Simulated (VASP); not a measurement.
# MoSe2 (P6_3/mmc) in VASP: further runs

The runs below take MoSe2 through relaxation of cell and atoms, with PBE+D3(BJ), rev-vdW-DF2.

Program: VASP 6.6.1. These are calculated values, not measurements. Logs are shortened: lines on timing, memory, paths and dates and some standing lists are left out, and cuts for length are marked.

### 1 The crystal as given

The structure is hexagonal, space group P6_3/mmc (No. 194). The conventional cell has a = 3.288 Å, b = 3.288 Å, c = 12.900 Å, α = 90.00°, β = 90.00°, γ = 120.00°. Mo (site symmetry -6m2) has 6 Se at 2.49 Å as nearest neighbours. Se (site symmetry 3m) has 3 Mo at 2.49 Å as nearest neighbours.

### 2 Relaxation of cell and atoms, PBE+D3(BJ)

INCAR

```
PREC = Accurate
ENCUT = 600
EDIFF = 1E-6
ISMEAR = 0
SIGMA = 0.03
LREAL = F
LASPH = T
NELM = 80
ALGO = Normal
ISIF = 3
LWAVE = F
LCHARG = F
GGA = PE
IVDW = 12
IBRION = 2
NSW = 90
EDIFFG = -0.01
KPAR = 4
```

KPOINTS

```
Automatic mesh
0
Gamma
  9 9 2
```

POSCAR

```
MoSe2
1.0
    3.2880000000      0.0000000000      0.0000000000
   -1.6440000000      2.8474915276      0.0000000000
    0.0000000000      0.0000000000     12.9000000000
Mo Se
2 4
Direct
    0.3333333333      0.6666666667      0.2500000000
    0.6666666667      0.3333333333      0.7500000000
    0.3333333333      0.6666666667      0.6250000000
    0.6666666667      0.3333333333      0.1250000000
    0.3333333333      0.6666666667      0.8750000000
    0.6666666667      0.3333333333      0.3750000000
```

Potentials or basis: VASP PAW PBE potentials, release 64 (Mo_sv, Se).

Run with:

```console
cat potpaw_PBE.64/Mo_sv/POTCAR potpaw_PBE.64/Se/POTCAR > POTCAR
mpirun -np 4 vasp_std > vasp.out
```

OUTCAR:

```text
PREC = Accurate
   ENCUT = 600
   EDIFF = 1E-6
   ISMEAR = 0
   LREAL = F
   LASPH = T
   NELM = 80
   ISIF = 3
   GGA = PE
   IVDW = 12
   IBRION = 2
   NSW = 90
   EDIFFG = -0.01
 IVDW          = 12

 ion  position               nearest neighbor table
   1  0.333  0.667  0.250-   4 2.49   6 2.49   4 2.49   6 2.49   4 2.49   6 2.49
   2  0.667  0.333  0.750-   3 2.49   5 2.49   3 2.49   5 2.49   3 2.49   5 2.49
   3  0.333  0.667  0.625-   2 2.49   2 2.49   2 2.49
   4  0.667  0.333  0.125-   1 2.49   1 2.49   1 2.49
   5  0.333  0.667  0.875-   2 2.49   2 2.49   2 2.49
   6  0.667  0.333  0.375-   1 2.49   1 2.49   1 2.49

  LATTYP: Found a hexagonal cell.
 ALAT       =     3.2880000000
 C/A-ratio  =     3.9233576642

  Lattice vectors:

 A1 = (   3.2880000000,   0.0000000000,   0.0000000000)
 A2 = (  -1.6440000000,   2.8474915276,   0.0000000000)
 A3 = (   0.0000000000,   0.0000000000,  12.9000000000)

Analysis of symmetry for initial positions (statically):
=====================================================================
 Subroutine PRICEL returns:
 Original cell was already a primitive cell.

 Routine SETGRP: Setting up the symmetry group for a
 hexagonal supercell.

 Subroutine GETGRP returns: Found 24 space group operations
 (whereof 12 operations were pure point group operations)
 out of a pool of 24 trial point group operations.

The static configuration has the point symmetry D_3d.
 The point group associated with its full space group is D_6h.

Analysis of symmetry for dynamics (positions and initial velocities):
=====================================================================
 Subroutine PRICEL returns:
 Original cell was already a primitive cell.

 Routine SETGRP: Setting up the symmetry group for a
 hexagonal supercell.

 Subroutine GETGRP returns: Found 24 space group operations
 (whereof 12 operations were pure point group operations)
 out of a pool of 24 trial point group operations.

The dynamic configuration has the point symmetry D_3d.
 The point group associated with its full space group is D_6h.

 Subroutine INISYM returns: Found 24 space group operations
 (whereof 12 operations are pure point group operations),
 and found     1 'primitive' translations

----------------------------------------------------------------------------------------

                                     Primitive cell

  volume of cell :     120.7769

  direct lattice vectors                    reciprocal lattice vectors
     3.288000000  0.000000000  0.000000000     0.304136253  0.175593148  0.000000000
    -1.644000000  2.847491528  0.000000000     0.000000000  0.351186295  0.000000000
     0.000000000  0.000000000 12.900000000     0.000000000  0.000000000  0.077519380

  length of vectors
     3.288000000  3.288000000 12.900000000     0.351186295  0.351186295  0.077519380

  position of ions in fractional coordinates (direct lattice)
     0.333333333  0.666666667  0.250000000
     0.666666667  0.333333333  0.750000000
     0.333333333  0.666666667  0.625000000
     0.666666667  0.333333333  0.125000000
     0.333333333  0.666666667  0.875000000
     0.666666667  0.333333333  0.375000000

  ion indices of the primitive-cell ions
   primitive index   ion index
                 1           1
                 2           2
                 3           3
                 4           4
                 5           5
                 6           6

----------------------------------------------------------------------------------------

 KPOINTS: Automatic mesh

Automatic generation of k-mesh.
 Grid dimensions read from file:
 generate k-points for:    9    9    2

 Generating k-lattice:

  Cartesian coordinates                     Fractional coordinates (reciprocal lattice)
     0.033792917  0.019510350  0.000000000     0.111111111  0.000000000  0.000000000
     0.000000000  0.039020699  0.000000000     0.000000000  0.111111111  0.000000000
     0.000000000  0.000000000  0.038759690     0.000000000  0.000000000  0.500000000

  Length of vectors
     0.039020699  0.039020699  0.038759690

  Shift w.r.t. Gamma in fractional coordinates (k-lattice)
     0.000000000  0.000000000  0.000000000

 Subroutine IBZKPT returns following result:
 ===========================================

 Found     24 irreducible k-points:

 Following reciprocal coordinates:
            Coordinates               Weight
  0.000000  0.000000  0.000000      1.000000
  0.111111  0.000000  0.000000      6.000000
  0.222222 -0.000000  0.000000      6.000000
  0.333333  0.000000  0.000000      6.000000
  0.444444 -0.000000  0.000000      6.000000
  0.111111  0.111111  0.000000      6.000000
[... 16 lines left out ...]
  0.333333  0.222222  0.500000     12.000000
  0.333333  0.333333  0.500000      2.000000
   k-points           NKPTS =     24   k-points in BZ     NKDIM =     24   number of bands    NBANDS=     31
   number of dos      NEDOS =    301   number of ions     NIONS =      6
   total plane-waves  NPLWV =  84672
   dimension x,y,z NGX =    28 NGY =   28 NGZ =  108
   dimension x,y,z NGXF=    56 NGYF=   56 NGZF=  216
   ions per type =               2   4
   NGX,Y,Z   is equivalent  to a cutoff of  14.16, 14.16, 13.92 a.u.
   NGXF,Y,Z  is equivalent  to a cutoff of  28.31, 28.31, 27.84 a.u.
 SYSTEM =  unknown system
   PREC   = accura    normal or accurate (medium, high low for compatibility)
   ISTART =      0    job   : 0-new  1-cont  2-samecut
   ICHARG =      2    charge: 1-file 2-atom 10-const
   ISPIN  =      1    spin polarized calculation?
   LNONCOLLINEAR =      F non collinear calculations
   LSORBIT =      F    spin-orbit coupling
   LASPH  =      T    aspherical Exc in radial PAW
   ENCUT  =  600.0 eV  44.10 Ry    6.64 a.u.   6.57  6.57 25.76*2*pi/ulx,y,z
   NELM   =     80;   NELMIN=  2; NELMDL= -5     # of ELM steps
   EDIFF  = 0.1E-05   stopping-criterion for ELM
   LREAL  =      F    real-space projection
   EDIFFG = -.1E-01   stopping-criterion for IOM
   NSW    =     90    number of steps for IOM
   IBRION =      2    ionic relax: 0-MD 1-quasi-New 2-CG
   NFREE  =      1    steps in history (QN), initial steepest desc. (CG)
   ISIF   =      3    stress and relaxation
   ISYM   =      2    0-nonsym 1-usesym 2-fastsym
   POTIM  = 0.5000    time-step for ionic-motion
   TEBEG  =    0.0;   TEEND  =   0.0 temperature during run
   PSTRESS=    0.0 pullay stress
   NELECT =      52.0000    total number of electrons
   NUPDOWN=      -1.0000    fix difference up-down
   EMIN   =  10.00;   EMAX   =-10.00  energy-range for DOS
   EFERMI =   0.00;   METHOD = LEGACY
   ISMEAR =     0;   SIGMA  =   0.03  broadening in eV -4-tet -1-fermi 0-gaus
   EFERMI_NEDOS =   21; number of points for ismear=-14 and -15
   IALGO  =     38    algorithm
   IMIX   =      4    mixing-type and parameters
     AMIX     =   0.40;   BMIX     =  1.00
     AMIX_MAG =   1.60;   BMIX_MAG =  1.00
  volume/ion in A,a.u.               =      20.13       135.84
  Fermi-wavevector in a.u.,A,eV,Ry     =   1.236179  2.336039 20.791580  1.528138
  Thomas-Fermi vector in A             =   2.370798
   LORBIT       =      0    0 simple, 1 ext, 2 COOP (PROOUT), +10 PAW based schemes
   GGA     = PE    functional components
   LHFCALC =     F    Hartree Fock is set to
   AEXX    =    0.0000 exact exchange contribution
   IVDW    =    12    specifies the selected vdW correction
   LEPSILON=     F    determine dielectric tensor
   LRPA    =     F    only Hartree local field effects (RPA)
 conjugate gradient relaxation of ions
 non-spin polarized calculation
 Gauss-broadening in eV      SIGMA  =   0.03
  energy-cutoff  :      600.00
  volume of cell :      120.78
 maximum number of plane-waves:      4085
 NGX is ok and might be reduce to    28
   NGX = 13   NGY = 13   NGZ = 51

--------------------------------------- Ionic step        1  -------------------------------------------

 number of electron      52.0000000 magnetization

 Free energy of the ion-electron system (eV)
  ---------------------------------------------------
  ext. energy  EPLUGINS =         0.00000000
  ---------------------------------------------------
  free energy    TOTEN  =       -39.72286923 eV

  energy without entropy =      -39.72286923  energy(sigma->0) =      -39.72286923

------------------------ aborting loop because EDIFF is reached ----------------------------------------

 Edisp (eV)   -2.81791

 E8    (eV) :    -1.2164

  FORCE on cell =-STRESS in cart. coord.  units (eV):
  Direction    XX          YY          ZZ          XY          YZ          ZX
  --------------------------------------------------------------------------------------
  -------------------------------------------------------------------------------------
  Total       2.00732     2.00732     6.19748     0.00000    -0.00000     0.00000
  in kB      26.62825    26.62825    82.21330     0.00000    -0.00000     0.00000
  external pressure =       45.16 kB  Pullay stress =        0.00 kB
[... 109 lines left out ...]
  FREE ENERGIE OF THE ION-ELECTRON SYSTEM (eV)
  ---------------------------------------------------
  free  energy   TOTEN  =       -42.6480674996 eV

  energy  without entropy=      -42.6480674996  energy(sigma->0) =      -42.64806750

[... ionic steps 4 to 11 ...]

--------------------------------------- Ionic step       12  -------------------------------------------

 number of electron      52.0000002 magnetization

------------------------ aborting loop because EDIFF is reached ----------------------------------------

 Edisp (eV)   -2.87569

 E8    (eV) :    -1.2406
[... 77 lines left out ...]
  energy  without entropy=      -42.6832728288  energy(sigma->0) =      -42.68327283

--------------------------------------- Ionic step       14  -------------------------------------------

 number of electron      52.0000002 magnetization

 Free energy of the ion-electron system (eV)
  ---------------------------------------------------
  ext. energy  EPLUGINS =         0.00000000
  ---------------------------------------------------
  free energy    TOTEN  =       -39.81140704 eV

  energy without entropy =      -39.81140704  energy(sigma->0) =      -39.81140704

 E-fermi :   6.9794     XC(G=0): -10.8318

 val. band max:        6.7250385893   @ k =   0.0000   0.0000   0.0000
 cond. band min:       7.5672989215   @ k =   0.2222   0.1111   0.0000
 fundamental gap:      0.8422603322
 Fermi energy:         6.9793555281

 k-point     1 :       0.0000    0.0000    0.0000
  band No.  band energies     occupation
      1     -54.4806      2.00000
      2     -54.4806      2.00000
      3     -28.6511      2.00000
      4     -28.6510      2.00000
      5     -28.4536      2.00000
      6     -28.4536      2.00000
[... 842 lines left out ...]
  FREE ENERGIE OF THE ION-ELECTRON SYSTEM (eV)
  ---------------------------------------------------
  free  energy   TOTEN  =       -42.6851719021 eV

  energy  without entropy=      -42.6851719021  energy(sigma->0) =      -42.68517190

 reached required accuracy - stopping structural energy minimisation
```

It took 4.5 min on 4 MPI ranks of Intel Xeon Platinum 8488C (Sapphire Rapids), shared host; peak memory 0.35 GiB.

Results:

| Item | Value |
| --- | --- |
| Free energy | -42.6852 eV |
| Relaxed volume | 19.74 Å³/atom |
| Relaxed cell | a = 3.279 Å, b = 3.279 Å, c = 12.725 Å, α = 90.00°, β = 90.00°, γ = 120.00° |
| Space group after relaxing (to 0.05 Å) | P6_3/mmc (No. 194) |
| Energy gained by relaxing | 24.1 meV/atom |
| Ionic steps | 14 |
| Pressure after relaxing | 0.0 GPa |
| Band gap on the k mesh | 0.84 eV, indirect (least direct gap 1.46 eV) |
| Dispersion energy per atom | -0.479 eV |

Step by step:
```csv
step,energy change (eV),largest force (eV/Å),pressure (GPa),volume (Å³)
1,0.0000,1.1441,4.52,120.78
2,0.2308,1.2853,-9.26,130.92
3,-0.1073,0.1481,-1.23,124.27
4,-0.1075,0.1809,-1.04,124.14
5,-0.1225,0.1168,-0.28,122.48
6,-0.1232,0.0997,-0.06,122.02
7,-0.1275,0.0908,-0.06,121.61
8,-0.1379,0.0632,-0.04,120.35
9,-0.1435,0.0013,0.20,117.83
10,-0.1443,0.0241,0.12,118.56
11,-0.1444,0.0212,0.12,118.46
12,-0.1443,0.0191,0.13,118.39
13,-0.1425,0.1161,-0.76,118.94
14,-0.1444,0.0004,0.01,118.46
```

Final structure:
```yaml
crystal:
  lattice:
    - [3.27866, 0.00000, 0.00000]
    - [-1.63933, 2.83941, 0.00000]
    - [0.00000, 0.00000, 12.72501]
  atoms:
    - { symbol: Mo, position: [0.33333, 0.66667, 0.25000] }
    - { symbol: Mo, position: [0.66667, 0.33333, 0.75000] }
    - { symbol: Se, position: [0.33333, 0.66667, 0.61833] }
    - { symbol: Se, position: [0.66667, 0.33333, 0.11833] }
    - { symbol: Se, position: [0.33333, 0.66667, 0.88167] }
    - { symbol: Se, position: [0.66667, 0.33333, 0.38167] }
```

Levels at points of the mesh, in eV from the valence-band top:
```csv
k point,band 23,band 24,band 25,band 26,band 27,band 28,band 29,band 30
"(0.00, 0.00, 0.00)",-1.48,-1.19,-0.67,0.00,2.46,2.46,2.54,2.54
"(0.00, 0.00, 0.50)",-1.51,-1.51,-0.16,-0.16,2.47,2.47,2.47,2.47
```

Caveat: an odd mesh through Γ misses points on the zone boundary, where band edges often lie.

### 3 Relaxation of cell and atoms, PBE+D3(BJ)

This run uses another cell than the first one, of 19.74 Å³/atom, 0.981 times its volume.

INCAR: that of step 2 with these lines changed.

```diff
@@ -2,3 +2,3 @@
 ENCUT = 600
-EDIFF = 1E-6
+EDIFF = 1E-7
 ISMEAR = 0
@@ -16,3 +16,3 @@
 NSW = 90
-EDIFFG = -0.01
+EDIFFG = -0.005
 KPAR = 4
```

KPOINTS is that of step 2.

POSCAR

```
MoSe2                                   
1.0
    3.2786626285     -0.0000000000     -0.0000000000
   -1.6393313142      2.8394051267      0.0000000000
   -0.0000000000     -0.0000000000     12.7250115930
  Mo              Se            
     2     4
Direct
     0.3333333332999970    0.6666666667000030    0.2500000000000000
     0.6666666667000030    0.3333333332999970    0.7500000000000000
     0.3333333332999970    0.6666666667000030    0.6183309793776686
     0.6666666667000030    0.3333333332999970    0.1183309793776689
     0.3333333332999970    0.6666666667000030    0.8816690206223313
     0.6666666667000030    0.3333333332999970    0.3816690206223311
```

Potentials or basis: VASP PAW PBE potentials, release 64 (Mo_sv, Se).

Run with:

```console
cat potpaw_PBE.64/Mo_sv/POTCAR potpaw_PBE.64/Se/POTCAR > POTCAR
mpirun -np 4 vasp_std > vasp.out
```

OUTCAR:

```text
PREC = Accurate
   ENCUT = 600
   EDIFF = 1E-7
   ISMEAR = 0
   LREAL = F
   LASPH = T
   NELM = 80
   ISIF = 3
   GGA = PE
   IVDW = 12
   IBRION = 2
   NSW = 90
   EDIFFG = -0.005
 IVDW          = 12

 ion  position               nearest neighbor table
   1  0.333  0.667  0.250-   4 2.53   6 2.53   4 2.53   6 2.53   4 2.53   6 2.53
   2  0.667  0.333  0.750-   3 2.53   5 2.53   3 2.53   5 2.53   3 2.53   5 2.53
   3  0.333  0.667  0.618-   2 2.53   2 2.53   2 2.53
   4  0.667  0.333  0.118-   1 2.53   1 2.53   1 2.53
[... 1031 lines left out ...]
  -------------------------------------------------------------------------------------
  Total      -0.00792    -0.00792     0.02161    -0.00000     0.00000     0.00000
  in kB      -0.10716    -0.10716     0.29226    -0.00000     0.00000     0.00000
  external pressure =        0.03 kB  Pullay stress =        0.00 kB

 VOLUME and BASIS-vectors are now :
 -----------------------------------------------------------------------------
  energy-cutoff  :      600.00
  volume of cell :      118.46
      direct lattice vectors                 reciprocal lattice vectors
     3.278662628  0.000000000  0.000000000     0.305002409  0.176093223  0.000000000
    -1.639331314  2.839405127  0.000000000     0.000000000  0.352186446  0.000000000
     0.000000000  0.000000000 12.725011593     0.000000000  0.000000000  0.078585390

 POSITION                                       TOTAL-FORCE (eV/Angst)
 -----------------------------------------------------------------------------------
     -0.00000      1.89294      3.18125         0.000000     -0.000000      0.000000
      1.63933      0.94647      9.54376        -0.000000      0.000000      0.000000
     -0.00000      1.89294      7.86827         0.000000      0.000000      0.000053
      1.63933      0.94647      1.50576        -0.000000     -0.000000      0.000053
     -0.00000      1.89294     11.21925         0.000000      0.000000     -0.000053
      1.63933      0.94647      4.85674         0.000000     -0.000000     -0.000053
 -----------------------------------------------------------------------------------
    total drift:                               -0.000000      0.000000     -0.000000

  FREE ENERGIE OF THE ION-ELECTRON SYSTEM (eV)
  ---------------------------------------------------
  free  energy   TOTEN  =       -42.6843958054 eV

  energy  without entropy=      -42.6843958054  energy(sigma->0) =      -42.68439581

 reached required accuracy - stopping structural energy minimisation
```

Wall time 29 s (4 MPI ranks of Intel Xeon Platinum 8488C (Sapphire Rapids), shared host); peak memory 0.32 GiB.

Results:

| Quantity | Value |
| --- | --- |
| Free energy | -42.6844 eV |
| Pressure after relaxing | 0.0 GPa |
| Band gap on the k mesh | 0.84 eV, indirect (least direct gap 1.46 eV) |
| Dispersion energy per atom | -0.479 eV |

Final structure:
```
Mo Se
1.0
     3.27866    0.00000    0.00000
    -1.63933    2.83941    0.00000
     0.00000    0.00000   12.72501
Mo Se
2 4
Cartesian
  0.0000 1.8929 3.1813
  1.6393 0.9465 9.5438
  0.0000 1.8929 7.8683
  1.6393 0.9465 1.5058
  0.0000 1.8929 11.2192
  1.6393 0.9465 4.8567
```

Caveat: the relaxation stopped at its first step, so nothing moved; an odd mesh through Γ misses points on the zone boundary, where band edges often lie.

(Continued in part 2 of 2.)
